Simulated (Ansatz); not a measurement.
All numbers below come from DFT PBEsol, scalar-relativistic, plane waves, PAW (Ansatz 0.2.0).

Structure of TiH2:

```xyz
3
Lattice="-1.5881 1.5881 2.0697 1.5881 -1.5881 2.0697 1.5881 1.5881 -2.0697" Properties=species:S:1:pos:R:3 pbc="T T T"
Ti    0.0000    0.0000    0.0000
H     0.0000    1.5881    1.0349
H     1.5881    0.0000    1.0349
```

Cutoff 420 eV; k points 18×18×18 on the computed 3-atom cell (Γ-centred); Gaussian smearing, width 0.10 eV; no spin polarisation.

Levels along Γ–X–P–N–Γ–M–S | S0–Γ | X–R | G–M, in eV from the Fermi level, sorted by energy at each point. Points in fractions of the primitive reciprocal vectors: Γ (0.000 0.000 0.000), X (0.000 0.000 0.500), P (0.250 0.250 0.250), N (0.000 0.500 0.000), M (0.500 0.500 -0.500), S (0.397 0.603 -0.397), S0 (-0.397 0.397 0.397), R (-0.294 0.294 0.500), G (0.500 0.500 -0.294).
```
point k (1/Å, with 2π) band 5  band 6  band 7  band 8  band 9  band 10
    Γ             0.000  -10.71   -0.39   -0.39    0.01    0.81     1.26
    -             0.200  -10.54   -1.39   -0.29    0.07    1.16     1.82
    -             0.400  -10.05   -2.65    0.01    0.28    0.76     1.86
    -             0.600   -9.28   -3.74    0.05    0.49    0.62     2.00
    -             0.799   -8.28   -4.62   -0.84    1.08    1.12     2.18
    -             0.999   -7.16   -5.25   -1.79    1.61    1.84     2.35
    -             1.199   -6.09   -5.63   -2.70    2.09    2.46     2.48
    X             1.399   -5.76   -5.53   -3.19    2.30    2.50     2.77
    -             1.507   -5.76   -5.53   -3.15    2.30    2.46     2.80
    -             1.616   -5.76   -5.55   -3.02    2.30    2.34     2.90
    -             1.724   -5.76   -5.58   -2.84    2.15    2.30     3.06
    -             1.833   -5.75   -5.61   -2.60    1.89    2.30     3.28
    -             1.941   -5.74   -5.64   -2.36    1.61    2.30     3.56
    -             2.049   -5.73   -5.67   -2.16    1.39    2.31     3.88
    P             2.158   -5.70   -5.70   -2.09    1.30    2.31     4.26
    -             2.299   -5.80   -5.68   -2.02    1.29    2.22     4.13
    -             2.440   -6.08   -5.60   -1.84    1.18    2.11     3.82
    -             2.582   -6.44   -5.49   -1.55    0.93    2.12     3.44
    -             2.723   -6.82   -5.36   -1.21    0.64    2.18     3.08
    -             2.864   -7.13   -5.24   -0.85    0.39    2.23     2.80
    -             3.006   -7.34   -5.15   -0.59    0.23    2.26     2.63
    N             3.147   -7.41   -5.12   -0.48    0.18    2.27     2.58
    -             3.325   -7.62   -5.02   -0.45    0.20    2.18     2.44
    -             3.503   -8.17   -4.69   -0.35    0.27    1.96     2.08
    -             3.681   -8.89   -4.12   -0.23    0.30    1.65     1.73
    -             3.859   -9.60   -3.32   -0.17    0.23    1.33     1.64
    -             4.037  -10.19   -2.32   -0.23    0.06    1.22     1.71
    -             4.216  -10.57   -1.18   -0.34   -0.08    1.24     1.80
    Γ             4.394  -10.71   -0.39   -0.39    0.01    0.81     1.26
    -             4.611  -10.51   -1.34   -0.32   -0.32    1.32     1.75
    -             4.827   -9.94   -2.84   -0.09   -0.09    1.40     1.48
    -             5.044   -9.04   -4.14    0.30    0.30    0.74     1.73
    -             5.261   -7.88   -5.17   -0.18    0.86    0.86     2.01
    -             5.478   -6.56   -5.92   -1.24    1.55    1.55     2.27
    -             5.695   -6.38   -5.23   -2.33    2.25    2.25     2.46
    M             5.912   -6.54   -4.36   -3.09    2.53    2.58     2.58
    -             5.970   -6.53   -4.37   -3.08    2.51    2.58     2.60
    -             6.028   -6.52   -4.39   -3.04    2.44    2.56     2.67
    -             6.086   -6.51   -4.42   -2.99    2.34    2.53     2.77
    -             6.144   -6.49   -4.47   -2.91    2.21    2.48     2.90
    -             6.202   -6.47   -4.52   -2.82    2.06    2.42     3.08
    -             6.260   -6.46   -4.58   -2.71    1.90    2.36     3.27
    S             6.318   -6.45   -4.63   -2.58    1.74    2.28     3.50
   S0             6.318   -6.45   -4.63   -2.58    1.74    2.28     3.50
    -             6.543   -6.58   -4.80   -2.02    1.17    1.88     3.47
    -             6.767   -7.11   -4.78   -1.38    0.79    1.38     2.96
    -             6.992   -8.01   -4.46   -0.70    0.65    0.85     2.53
    -             7.216   -9.02   -3.81   -0.10    0.35    0.72     2.04
    -             7.441   -9.90   -2.82   -0.05    0.16    0.94     1.77
    -             7.665  -10.49   -1.52   -0.30    0.08    1.16     1.80
    Γ             7.890  -10.71   -0.39   -0.39    0.01    0.81     1.26
    X             7.890   -5.76   -5.53   -3.19    2.30    2.50     2.77
    -             8.007   -5.74   -5.55   -3.14    2.35    2.40     2.76
    -             8.125   -5.68   -5.61   -3.00    2.12    2.51     2.75
    -             8.243   -5.71   -5.58   -2.78    1.73    2.74     2.77
    -             8.360   -5.83   -5.45   -2.54    1.32    2.72     3.10
    -             8.478   -5.96   -5.29   -2.32    1.00    2.70     3.51
    -             8.596   -6.10   -5.12   -2.23    0.89    2.67     3.98
    R             8.713   -6.22   -4.93   -2.31    1.05    2.65     3.79
    G             8.713   -6.22   -4.93   -2.31    1.05    2.65     3.79
    -             8.796   -6.30   -4.81   -2.44    1.29    2.63     3.49
    -             8.878   -6.37   -4.69   -2.60    1.57    2.62     3.23
    -             8.960   -6.43   -4.58   -2.76    1.87    2.61     3.00
    -             9.042   -6.47   -4.49   -2.90    2.14    2.60     2.82
    -             9.124   -6.51   -4.42   -3.00    2.35    2.59     2.69
    -             9.207   -6.53   -4.38   -3.06    2.49    2.58     2.61
    M             9.289   -6.54   -4.36   -3.09    2.53    2.58     2.58
```

Cost: 1 run of about 0.63 core-minutes, on Arm Neoverse V1 (shared hosts).